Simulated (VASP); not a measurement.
# AgCl: convergence, self-consistent run

AgCl, P4mm (no. 99), 2 atoms in the cell. PBEsol; PAW potentials Ag, Cl (PBE set). VASP 6.6.1. The cell is changed on purpose: last atom moved by 0.08 Å along z, cell strained by +1.0% along z.

Wanted: energy within 0.5 meV/atom; forces within 0.003 eV/Å.

What the run is for: forces; Accuracy asked: tight.

POSCAR:
```
AgCl
1.0
    3.4339730000      0.0000000000      0.0000000000
    0.0000000000      3.4339730000      0.0000000000
    0.0000000000      0.0000000000      3.4683127300
Ag Cl
1 1
Direct
    0.0000000000      0.0000000000      0.0000000000
    0.5000000000      0.5000000000      0.5232966300
```

The series start from Plane-wave cutoff (eV): 340; k-point mesh: 7 × 7 × 7; Precision mode (PREC): Accurate; Electronic threshold (eV): 1e-6; Bands in all (NBANDS): 19; Aspherical gradient terms in the spheres (LASPH): yes; Electronic algorithm: ALGO=Normal; Density mixing: defaults; Support grid and gradient cutoff: ADDGRID=False GGA_COMPAT=False. Each series keeps the choices made before it, and each single choice may use up half of a tolerance.

## Plane-wave cutoff (eV)

| Plane-wave cutoff (eV) | Energy less reference (meV/atom) | Forces, largest deviation (eV/Å) | SCF iterations | Time (s) |
|---|---|---|---|---|
| 210 | 19.27 | 0.0342 | 12 | 8.2 |
| 260 | 1.29 | 0.0015 | 12 | 11 |
| 300 | -1.35 | 0.0010 | 12 | 13 |
| 340 | -0.62 | 0.0014 | 12 | 16 |
| 390 | -0.03 | 0.0003 | 12 | 19 |
| 460 | 0.18 | 0.0003 | 12 | 20 |
| 550 | 0.21 | 0.0001 | 12 | 30 |
| 690 (reference) | 0.00 | 0.0000 | 12 | 36 |

Chosen: 390, the loosest value from which every tighter one stays within half of the tolerance.

## k-point mesh

| k-point mesh | Energy less reference (meV/atom) | Forces, largest deviation (eV/Å) | SCF iterations | Time (s) |
|---|---|---|---|---|
| 2 × 2 × 2 | 496.96 | 0.0873 | 12 | 5.7 |
| 3 × 3 × 3 | 45.34 | 0.0072 | 12 | 5.6 |
| 4 × 4 × 4 | 14.50 | 0.0028 | 12 | 7.9 |
| 5 × 5 × 5 | 3.50 | 0.0008 | 12 | 8.1 |
| 7 × 7 × 7 | 0.42 | 0.0001 | 12 | 19 |
| 8 × 8 × 8 | 0.17 | 0.0001 | 12 | 24 |
| 10 × 10 × 10 | 0.03 | 0.0000 | 12 | 38 |
| 13 × 13 × 13 (reference) | 0.00 | 0.0000 | 12 | 65 |

Chosen: 8 × 8 × 8.

## Precision mode (PREC)

| Precision mode (PREC) | Energy less reference (meV/atom) | Forces, largest deviation (eV/Å) | SCF iterations | Time (s) |
|---|---|---|---|---|
| SingleN | -0.62 | 0.0017 | 12 | 14 |
| Normal | 0.02 | 0.0004 | 12 | 16 |
| Single | 0.05 | 0.0008 | 12 | 22 |
| Accurate (reference) | 0.00 | 0.0000 | 12 | 24 |

Chosen: Normal.

## Electronic threshold (eV)

| Electronic threshold (eV) | Energy less reference (meV/atom) | Forces, largest deviation (eV/Å) | SCF iterations | Time (s) |
|---|---|---|---|---|
| 0.001 | 0.01 | 0.0004 | 9 | 12 |
| 0.0001 | 0.00 | 0.0004 | 10 | 12 |
| 1e-5 | 0.00 | 0.0001 | 11 | 13 |
| 1e-6 | 0.00 | 0.0000 | 12 | 16 |
| 1e-7 | 0.00 | 0.0000 | 12 | 14 |
| 1e-8 (reference) | 0.00 | 0.0000 | 13 | 15 |

Chosen: 0.001.

## Bands in all (NBANDS)

| Bands in all (NBANDS) | Energy less reference (meV/atom) | Forces, largest deviation (eV/Å) | SCF iterations | Time (s) |
|---|---|---|---|---|
| 10 | 0.01 | 0.0004 | 9 | 6.2 |
| 11 | 0.01 | 0.0002 | 9 | 6.4 |
| 13 | 0.01 | 0.0006 | 9 | 7.6 |
| 15 | 0.01 | 0.0009 | 9 | 9.3 |
| 19 | 0.01 | 0.0003 | 9 | 12 |
| 29 (reference) | 0.00 | 0.0000 | 9 | 16 |

Chosen: 10.

## Aspherical gradient terms in the spheres (LASPH)

| Aspherical gradient terms in the spheres (LASPH) | Energy less reference (meV/atom) | Forces, largest deviation (eV/Å) | SCF iterations | Time (s) |
|---|---|---|---|---|
| yes | 0.00 | 0.0000 | 9 | 6.2 |
| no | 0.02 | 0.0000 | 9 | 6.2 |

Chosen: yes; no other choice that stays within half of the tolerance saves 30 % of the time.

## Electronic algorithm

| Electronic algorithm | Energy less reference (meV/atom) | Forces, largest deviation (eV/Å) | SCF iterations | Time (s) |
|---|---|---|---|---|
| ALGO=Normal | 0.00 | 0.0000 | 9 | 6.2 |
| ALGO=Fast | 0.05 | 0.0019 | 9 | 6.8 |
| ALGO=VeryFast | -0.01 | 0.0002 | 16 | 8.6 |
| ALGO=All ISEARCH=1 | -0.01 | 0.0016 | 11 | 7.6 |
| ALGO=All ISEARCH=0 | -0.01 | 0.0016 | 11 | 8.1 |
| ALGO=Damped TIME=0.4 | 0.22 | 0.0021 | 14 | 9.7 |
| ALGO=Damped TIME=0.1 | 0.83 | 0.0007 | 22 | 12 |

Chosen: ALGO=Normal.

## Density mixing

| Density mixing | Energy less reference (meV/atom) | Forces, largest deviation (eV/Å) | SCF iterations | Time (s) |
|---|---|---|---|---|
| defaults | 0.00 | 0.0000 | 9 | 6.2 |
| MIXPRE=2 | 0.00 | 0.0001 | 9 | 7.0 |
| AMIN=0.01 | 0.00 | 0.0000 | 9 | 5.9 |
| BMIX=0.5 | -0.01 | 0.0010 | 9 | 5.6 |
| BMIX=0.0001 | -0.01 | 0.0014 | 9 | 5.6 |
| AMIX=0.8 | -0.05 | 0.0002 | 10 | 6.5 |
| BMIX=2.0 | 0.00 | 0.0011 | 10 | 6.3 |

Chosen: defaults.

## Support grid and gradient cutoff

| Support grid and gradient cutoff | Energy less reference (meV/atom) | Forces, largest deviation (eV/Å) | SCF iterations | Time (s) |
|---|---|---|---|---|
| ADDGRID=False GGA_COMPAT=False | 0.00 | 0.0000 | 9 | 6.2 |
| ADDGRID=True GGA_COMPAT=False | -0.01 | 0.0004 | 9 | 5.9 |
| ADDGRID=False GGA_COMPAT=True | 0.00 | 0.0000 | 9 | 5.6 |

Chosen: ADDGRID=False GGA_COMPAT=False.

## All choices together

| Input | Energy less reference (meV/atom) | Forces, largest deviation (eV/Å) | Time (s) |
|---|---|---|---|
| the program's defaults (naive) | 13.14 | 0.0019 | 3.2 |
| chosen settings | 0.19 | 0.0002 | 6.2 |
| reference settings throughout | 0.00 | 0.0000 | 144 |

The tolerance is met.

Values of the reference run: Forces: 0, 0, -0.01596, 0, 0, 0.01596 eV/Å.

## The input

INCAR:
```
ADDGRID  = F            
ALGO     = Normal         # electronic algorithm
EDIFF    = 0.001          # SCF threshold, eV
EFERMI   = MIDGAP       
ENCUT    = 390            # plane-wave cutoff, eV
GGA      = PS             # functional
GGA_COMPAT= F            
ISIF     = 2              # what is computed and relaxed
ISMEAR   = 0              # smearing method
LASPH    = T              # aspherical terms in the spheres
LCHARG   = F              # write CHGCAR
LREAL    = F              # projectors in reciprocal space
LWAVE    = F              # write WAVECAR
NBANDS   = 10             # bands
NELM     = 120            # most SCF steps
PREC     = Normal         # precision mode
SIGMA    = 0.03           # smearing width, eV
```

KPOINTS:
```
Automatic mesh
0
Gamma
  8 8 8
  0 0 0
```

Commands:
```
cat potpaw_PBE.64/Ag/POTCAR potpaw_PBE.64/Cl/POTCAR > POTCAR
mpirun -np 1 vasp_std > vasp.out
```

The chosen input took VASP 6.6.1 6.2 s on 1 core (AMD EPYC 9R45 (Zen 5)), a shared host.

## An input that fails: tetrahedra on too few k points

VASP's message: IBZKPT: tetrahedron method fails for NKPT<4. NKPT = 1.

k mesh: 7 × 7 × 7 becomes 1 × 1 × 1.

Changes against the starting input:
```
- ISMEAR = 0
- NELM = 120
+ ISMEAR = -5
+ NELM = 100
```
